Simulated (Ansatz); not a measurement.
Elastic constants of ZnS at 3 GPa (stress–strain coefficients): input and output

Computed with Ansatz 0.2.0, DFT PBE, scalar-relativistic, plane waves, PAW.

Launched with:
```bash
ansatz run input.yaml --threads 1 --pin off --max-ram 3072MiB --backend cpu --events-out ev --progress --plain --runs-dir out
```

Input (bare energies are in eV):
```yaml
crystal:
  lattice:
    - [3.7929593505, 0.0, 0.0]
    - [-1.8964796753, 3.2847991531, 0.0]
    - [0.0, 0.0, 6.2276474148]
  atoms:
    - { symbol: Zn, position: [0.3333333333, 0.6666666667, 0.005471295] }
    - { symbol: Zn, position: [0.6666666667, 0.3333333333, 0.505471295] }
    - { symbol: S, position: [0.3333333333, 0.6666666667, 0.379528705] }
    - { symbol: S, position: [0.6666666667, 0.3333333333, 0.879528705] }
basis:
  ecutwfc: 420
kpoints:
  mp_grid: { grid: [12, 12, 6] }
hamiltonian:
  xc: pbe
scf:
  occupations: { method: fixed }
output:
  forces: true
  stress: true
  eigenvalues: true
  polarization: {}
elastic:
  mode: relaxed_ion
  stencil: two_point
```

From the output:
```
--- Elastic constants: 3 strain directions × 2 members + reference (group order 12) ---
  dense FFT box of the reference and of every strained cell: 27×27×45
  strains applied: 11, 33, 23; error gains: componentwise 1.00 (the most a stress slope's error grows in a printed constant), spectral 1.41 (1 for all six strains in a standard setting)
  reference relaxed by the batch: 2 steps; max|allowed force component| 6.81e-5 eV/Å at the deck's positions, 4.65e-5 at the last accepted step, 4.64e-5 by the solve of record
  largest displacement 1.8e-6 Å; the constants are those of the deck's cell at these positions:
  atoms:
    - { symbol: Zn, position: [0.3333333333333333, 0.6666666666666665, 0.005471582110082909] }
    - { symbol: Zn, position: [0.6666666666666665, 0.3333333333333333, 0.5054715821100829] }
    - { symbol: S, position: [0.3333333333333333, 0.6666666666666665, 0.37952841788991715] }
    - { symbol: S, position: [0.6666666666666665, 0.3333333333333333, 0.8795284178899173] }
  C = ∂σ_k/∂η_j (tension-positive GPa; Voigt order 11 22 33 23 13 12):
       127.790     64.488     50.790      0.000      0.000     -0.000
        64.488    127.790     50.790      0.000      0.000     -0.000
        50.796     50.796    151.781      0.000      0.000     -0.000
        -0.000     -0.000     -0.000     27.224      0.000      0.000
        -0.000     -0.000     -0.000      0.000     27.224      0.000
        -0.000      0.000      0.000      0.000      0.000     31.651
  reference stress σ⁰ (GPa):     -2.999     -2.999     -3.000     -0.000      0.000      0.000
  C* (energy form; C + prestress term) asymmetry max|C*_kj − C*_jk| = 5.070e-3 GPa — a small one proves nothing (zero by symmetry where the batch's group is 432, −43m or m−3m); a large one is finite-difference/SCF noise where every solve ...
  moduli (Voigt/Reuss/Hill, GPa): K = 82.17/82.09/82.13   G = 33.31/31.81/32.56   E = 86.27   ν = 0.325
  mechanically stable: yes (min eigenvalue of sym C = 27.22 GPa)
  e, the proper piezoelectric tensor (elastic.mode: relaxed_ion; C/m²; rows x y z; Voigt order 11 22 33 23 13 12):
       0.00000    0.00000   -0.00000   -0.00000   -0.11730   -0.00000
       0.00000    0.00000   -0.00000   -0.11730   -0.00000   -0.00000
      -0.16777   -0.16777    0.20736    0.00000    0.00000   -0.00000
  ±, each entry's uncertainty from the finite density of the strings (C/m²), an estimate: the size of the correction for it that the entry includes:
       0.00000    0.00000    0.00000    0.00000    0.00120    0.00000
       0.00000    0.00000    0.00000    0.00120    0.00000    0.00000
       0.00266    0.00266    0.00094    0.00000    0.00000    0.00000
  the group's symmetry takes up to 1.3e-7 C/m² out of the measured responses: error of the strings' finite density and of the mesh across them, as far as it breaks the symmetry (raise kpoints.mp_grid and any string_points); the largest step ...
  strain η (Voigt 11):  stress-route row diagonal C_11 = 127.79 GPa, energy-path curvature d²(F+E_count+ΔE)/dδ²/Ω₀ = 127.91 GPa
         δ    σ_11 (GPa) F (eV) n_scf n_hpsi n_pw
    -2.000e-3      -3.2559       -8445.4260583      10   68689   1533   relax 4 steps, max|allowed force component| 3.65e-5 eV/Å
     2.000e-3      -2.7447       -8445.4318691      10   69759   1541   relax 4 steps, max|allowed force component| 2.74e-5 eV/Å
  strain η (Voigt 33):  stress-route row diagonal C_33 = 151.78 GPa, energy-path curvature d²(F+E_count+ΔE)/dδ²/Ω₀ = 151.66 GPa
         δ    σ_33 (GPa) F (eV) n_scf n_hpsi n_pw
    -2.000e-3      -3.3049       -8445.4260322       9   28557   1533   relax 4 steps, max|allowed force component| 1.54e-7 eV/Å
     2.000e-3      -2.6978       -8445.4318480       9   28603   1541   relax 4 steps, max|allowed force component| 2.24e-6 eV/Å
  strain η (Voigt 23):  stress-route row diagonal C_44 = 27.22 GPa, energy-path curvature d²(F+E_count+ΔE)/dδ²/Ω₀ = 28.72 GPa
         δ    σ_23 (GPa) F (eV) n_scf n_hpsi n_pw
    -2.000e-3      -0.0544       -8445.4290605      10  100126   1535   relax 3 steps, max|allowed force component| 1.52e-5 eV/Å
     2.000e-3       0.0544       -8445.4290605      10  100137   1535   relax 3 steps, max|allowed force component| 1.52e-5 eV/Å
--- Formal polarisation (Berry phase): one branch of a lattice of values; only differences between neighbouring runs are physical ---
  axis mesh electronic ionic p = total spread (rad) least overlap resolved gap  δp at fixed H ≤   (phases in cycles; p mod 2; gap in eV; gap and δp judge the states as solved, not the mesh's step, its ...
  b1    12×12×6        -0.00000000    18.00000000    18.00000000      0.000000         0.9310        2.2523           5.0e-6
  b2    12×12×6        -0.00000000    18.00000000    18.00000000      0.000000         0.9310        2.2523           5.0e-6
  b3    12×12×6         0.81308672    13.68565899    14.49874571      0.194251         0.9205        2.2523           3.1e-6
  quantum along a1:   0.09776810 e/Å² =   156.641760 µC/cm²
  quantum along a2:   0.09776810 e/Å² =   156.641760 µC/cm²
  quantum along a3:   0.16052511 e/Å² =   257.189587 µC/cm²
  P = (  0.43995643,   0.76202690,   1.16370640) e/Å² = (  704.887918,  1220.901687,  1864.463210) µC/cm²  (mod the quanta)
```

It took 11 min on 1 thread of Intel(R) Xeon(R) Platinum 8488C (Sapphire Rapids) (shared host), peak memory 0.88 GiB.